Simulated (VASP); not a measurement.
# Al27O in VASP: further runs, part 2 of 2

VASP 6.6.1. The steps go on from the part before.

### 4 Single point, PBE

File INCAR:

```
SYSTEM = Al27O
ALGO = Normal
EDIFF = 1E-6
ENCUT = 520
GGA = PE
ISIF = 2
ISMEAR = -1
LASPH = .True.
LCHARG = .True.
LELF = .True.
LREAL = Auto
LVHAR = .True.
LWAVE = .False.
NBANDS = 64
NELM = 100
PREC = Accurate
SIGMA = 0.1
```

File KPOINTS:

```
k-points
0
Gamma
  1 1 1
  0 0 0
```

File POSCAR:

```
Al27O
1.0
    8.5913470000      0.0000000000      0.0000000000
    0.0000000000      8.5913470000      0.0000000000
    0.0000000000      0.0000000000     17.0500000000
Al O
27 1
Direct
    0.0000000000      0.0000000000      0.0586510264
    0.3333353897      0.0000000000      0.0586510264
    0.6666707793      0.0000000000      0.0586510264
    0.0000000000      0.3333353897      0.0586510264
    0.3333353897      0.3333353897      0.0586510264
    0.6666707793      0.3333353897      0.0586510264
    0.0000000000      0.6666707793      0.0586510264
    0.3333353897      0.6666707793      0.0586510264
    0.6666707793      0.6666707793      0.0586510264
    0.1555984178      0.1446455370      0.1727155425
    0.4747800316      0.1701595803      0.1646275660
    0.8331522403      0.1556682555      0.1648739003
    0.1535847638      0.5123643592      0.1673548387
    0.4698797523      0.5171948008      0.1746392962
    0.8101523545      0.5115845047      0.1642052786
    0.1692633297      0.8247367962      0.1698651026
    0.4980476286      0.8450130113      0.1775131965
    0.8243177700      0.8312666221      0.1703753666
   -0.0326374898      0.0571505260      0.2948387097
    0.2477259969     -0.1108673646      0.3418826979
    0.5289740945      0.0079265801      0.3356656891
    0.0556722945      0.3287842989      0.3589736070
    0.3512022038      0.3138972271      0.3080000000
    0.7256720046      0.3732243617      0.3112258065
   -0.0105222150      0.6327994900      0.2596891496
    0.4316668853      0.6082864538      0.3550850440
    0.7254857707      0.7322018305      0.3312903226
    0.5435818155      0.2133309247      0.3110263930
```

Command:

```bash
$ cat potpaw_PBE.64/Al/POTCAR potpaw_PBE.64/O/POTCAR > POTCAR
$ mpirun -np 1 vasp_gam > vasp.out
```

Run time: 3.8 min. Hardware: 1 thread of AMD EPYC 7R13 (Zen 3), shared host; peak memory 0.86 GiB.

Results (log left out):

```yaml
Free_energy: -94.4501 eV
Largest_force: 2.498 eV/Å
Band_gap_on_the_k_mesh: none (metal or under the smearing width)
```

Forces in eV/Å, atoms in the order of the input:
```
Al   0.012 -0.347 -0.261
Al  -0.337 -0.483 -0.091
Al  -0.295  0.093  0.082
Al   0.165  0.138  0.275
Al  -0.572  0.315  0.148
Al  -0.255 -0.205  0.283
Al  -0.422  0.130  0.014
Al   0.209  0.355  0.087
Al  -0.643  0.201 -0.017
Al   0.373  0.978 -0.031
Al   1.001  0.021 -0.005
Al  -0.522  0.787 -0.206
Al   1.122 -1.914 -1.149
Al   0.790 -0.241  0.098
Al  -0.300 -1.036 -0.428
Al   0.033  0.624  0.092
Al  -0.050 -0.386 -0.164
Al   0.085  0.195 -0.220
Al   0.264 -0.649  0.744
Al  -0.341 -0.017 -0.283
Al   0.759 -0.719 -0.025
Al  -0.132 -0.117 -0.162
Al   0.014  0.243 -0.242
Al  -0.504 -0.394  0.030
Al  -0.330  1.135  1.853
Al   0.339  0.208 -0.324
Al  -0.756  0.350  0.004
O    0.293  0.735 -0.103
```

Levels at points of the mesh, in eV from the Fermi level:
```tsv
k point	band 39	band 40	band 41	band 42	band 43	band 44	band 45	band 46	band 47	band 48
(0.00, 0.00, 0.00)	-0.63	-0.54	-0.46	-0.34	-0.21	0.02	0.14	0.41	0.56	0.61
```

Caveat: an odd number of electrons without spin polarisation forces a metal; a magnetic or distorted state may lie lower.

### 5 Single point, PBE

File INCAR:

```
PREC = Accurate
ENCUT = 520
EDIFF = 1E-6
ISMEAR = -1
SIGMA = 0.1
LREAL = Auto
LASPH = T
NELM = 60
ALGO = Fast
ISIF = 2
LWAVE = F
LCHARG = T
GGA = PE
LELF = T
LVHAR = T
NBANDS = 64
```

File KPOINTS:

```
Automatic mesh
0
Gamma
  1 1 1
```

File POSCAR:

```
Al27O
1.0
    8.5913470000      0.0000000000      0.0000000000
    0.0000000000      8.5913470000      0.0000000000
    0.0000000000      0.0000000000     17.0500000000
Al O
27 1
Direct
    0.0000000000      0.0000000000      0.0586510264
    0.3333353897      0.0000000000      0.0586510264
    0.6666707793      0.0000000000      0.0586510264
    0.0000000000      0.3333353897      0.0586510264
    0.3333353897      0.3333353897      0.0586510264
    0.6666707793      0.3333353897      0.0586510264
    0.0000000000      0.6666707793      0.0586510264
    0.3333353897      0.6666707793      0.0586510264
    0.6666707793      0.6666707793      0.0586510264
    0.1756651198      0.1580892961      0.1743049853
    0.5069984951      0.1819272345      0.1600645161
    0.8626586727      0.1529445848      0.1656598240
    0.1826139719      0.5102343090      0.1811319648
    0.5180444929      0.4871529459      0.1781642229
    0.8601561548      0.5122479630      0.1720762463
    0.1599749143      0.8412766939      0.1698357771
    0.5060207672      0.8337225816      0.1629090909
    0.8294042832      0.8348865434      0.1647976540
   -0.0256420792      0.0464769960      0.3137829912
    0.2391243189     -0.0725381014      0.3509560117
    0.5717031334     -0.0126755444      0.2979648094
    0.0906027891      0.3248384683      0.3562873900
    0.3735269918      0.3289239743      0.2995718475
    0.6834201901      0.3881230731      0.3111495601
    0.0027585895      0.7272200739      0.2789618768
    0.4184908374      0.6135010028      0.3682052786
    0.7204108972      0.7110177252      0.3398885630
    0.5404507582      0.2042636620      0.3127976540
```

Command:

```bash
$ cat potpaw_PBE.64/Al/POTCAR potpaw_PBE.64/O/POTCAR > POTCAR
$ mpirun -np 1 vasp_gam > vasp.out
```

Wall time 6.5 min (1 thread of AMD EPYC 7R13 (Zen 3), shared host); peak memory 0.85 GiB.

Results (log left out):

* Free energy: -94.4071 eV
* Largest force: 1.516 eV/Å
* Band gap on the k mesh: none (metal or under the smearing width)

Forces on the atoms (eV/Å):
```
Al   0.299 -0.256 -0.563
Al  -0.083 -0.182  0.164
Al   0.341  0.413  0.070
Al   0.637  0.068  0.482
Al  -0.637  0.406  0.107
Al   0.606  0.013  0.261
Al  -0.072  0.118  0.076
Al   0.231 -0.134  0.457
Al   0.219 -0.331  0.274
Al   0.171  0.727 -0.028
Al   0.029 -1.054 -0.206
Al  -1.225  0.837  0.312
Al   0.007 -0.407 -0.458
Al  -0.300  1.382 -0.505
Al  -0.915 -0.519  0.013
Al   0.797  0.172 -0.654
Al  -0.298 -0.262  0.092
Al  -0.173 -0.046 -0.017
Al  -0.626  0.267 -0.157
Al   0.533 -0.079 -0.024
Al  -0.026  0.409  0.525
Al  -0.303 -0.351  0.126
Al  -0.829  0.002 -0.166
Al   0.296 -0.332  0.180
Al  -0.028 -0.591  0.458
Al   0.447  0.149 -0.369
Al  -0.212  0.071 -0.132
O    1.116 -0.490 -0.318
```

Levels at points of the mesh, in eV from the Fermi level:
```tsv
k point	band 41	band 42	band 43	band 44	band 45	band 46
(0.00, 0.00, 0.00)	-0.51	-0.43	-0.37	0.02	0.26	0.41
```

Caveat: an odd number of electrons without spin polarisation forces a metal; a magnetic or distorted state may lie lower.

### 6 Single point, PBE

File INCAR:

```
SYSTEM = Al27O
PREC     = Accurate       ! precision mode
ENCUT    = 520            ! plane-wave cutoff, eV
EDIFF    = 1E-6           ! SCF threshold, eV
ISMEAR   = -1             ! smearing method
SIGMA    = 0.1            ! smearing width, eV
LREAL    = Auto         
LASPH    = .True.         ! aspherical terms in the spheres
NELM     = 80             ! most SCF steps
ALGO     = Fast           ! electronic algorithm
ISIF     = 2              ! what is computed and relaxed
LWAVE    = .False.        ! write WAVECAR
LCHARG   = .False.        ! write CHGCAR
GGA      = PE             ! functional
NBANDS   = 64             ! bands
```

File KPOINTS:

```
Automatic mesh
0
Gamma
  1 1 1
  0 0 0
```

File POSCAR:

```
Al27O
1.0
    8.5913470000      0.0000000000      0.0000000000
    0.0000000000      8.5913470000      0.0000000000
    0.0000000000      0.0000000000     17.0500000000
Al O
27 1
Direct
    0.0000000000      0.0000000000      0.0586510264
    0.3333353897      0.0000000000      0.0586510264
    0.6666707793      0.0000000000      0.0586510264
    0.0000000000      0.3333353897      0.0586510264
    0.3333353897      0.3333353897      0.0586510264
    0.6666707793      0.3333353897      0.0586510264
    0.0000000000      0.6666707793      0.0586510264
    0.3333353897      0.6666707793      0.0586510264
    0.6666707793      0.6666707793      0.0586510264
    0.1681342867      0.1699733464      0.1566744868
    0.4912035330      0.1554587424      0.1526920821
    0.8356431186      0.1950101655      0.1654545455
    0.1427133603      0.4895856261      0.2027038123
    0.4623954777      0.5445362642      0.1591319648
    0.8013993615      0.5362721352      0.1723812317
    0.1788776545      0.8429411593      0.1606041056
    0.5215945765      0.8468287918      0.1791260997
    0.8441516796      0.8639273911      0.1602404692
   -0.0296344683      0.0531348577      0.3212023460
    0.2475048441     -0.1177696582      0.3714956012
    0.5260409107      0.0130014537      0.3217302053
    0.1161633909      0.2866837994      0.3799941349
    0.3613053925      0.3349300174      0.2762287390
    0.6877501281      0.3929418751      0.2973724340
    0.0061689977      0.7257651216      0.2816246334
    0.4059200496      0.6278642918      0.3643988270
    0.6929064790      0.7439811243      0.3130791789
    0.5433839420      0.2463525219      0.3017947214
```

Potentials or basis: VASP PAW PBE potentials, release 64 (Al, O).

Command:

```bash
$ cat potpaw_PBE.64/Al/POTCAR potpaw_PBE.64/O/POTCAR > POTCAR
$ mpirun -np 1 vasp_gam > vasp.out
```

It took 2.6 min on 1 thread of AMD EPYC 7R13 (Zen 3), shared host; peak memory 0.93 GiB.

It converged, with:

* Free energy: -93.2391 eV
* Largest force: 3.032 eV/Å
* Band gap on the k mesh: none (metal or under the smearing width)

Forces on the atoms (eV/Å):
```
Al   0.050  0.618 -0.840
Al  -0.214 -0.744 -0.663
Al   0.260  0.225 -0.459
Al   0.241  0.742  0.043
Al  -0.126  0.736  0.075
Al  -0.311  0.141  0.142
Al  -0.181 -0.507  0.311
Al  -1.153  1.345 -1.344
Al   0.011  0.647 -0.490
Al  -0.211 -0.036  0.892
Al   0.667  0.723  0.463
Al  -0.081 -0.713  0.133
Al  -0.276  0.438 -1.225
Al   1.309 -1.784  2.074
Al   0.929 -0.297 -0.255
Al  -0.046 -0.366  0.468
Al  -0.371 -0.036 -0.432
Al  -0.453 -0.790  0.855
Al  -0.319 -0.452 -0.117
Al  -0.563  0.943 -0.176
Al   0.160  0.555 -0.001
Al   0.258  0.333 -0.128
Al  -0.572  0.544  0.332
Al   0.606  0.662  0.569
Al   0.083 -0.089 -0.062
Al   0.760 -0.959 -0.513
Al  -0.020 -0.138  0.035
O   -0.439 -1.739  0.314
```

Levels at points of the mesh, in eV from the Fermi level:
| k point | band 41 | band 42 | band 43 | band 44 | band 45 | band 46 | band 47 | band 48 |
| --- | --- | --- | --- | --- | --- | --- | --- | --- |
| (0.00, 0.00, 0.00) | -0.48 | -0.36 | -0.18 | -0.04 | 0.34 | 0.36 | 0.46 | 0.52 |

Caveat: an odd number of electrons without spin polarisation forces a metal; a magnetic or distorted state may lie lower.
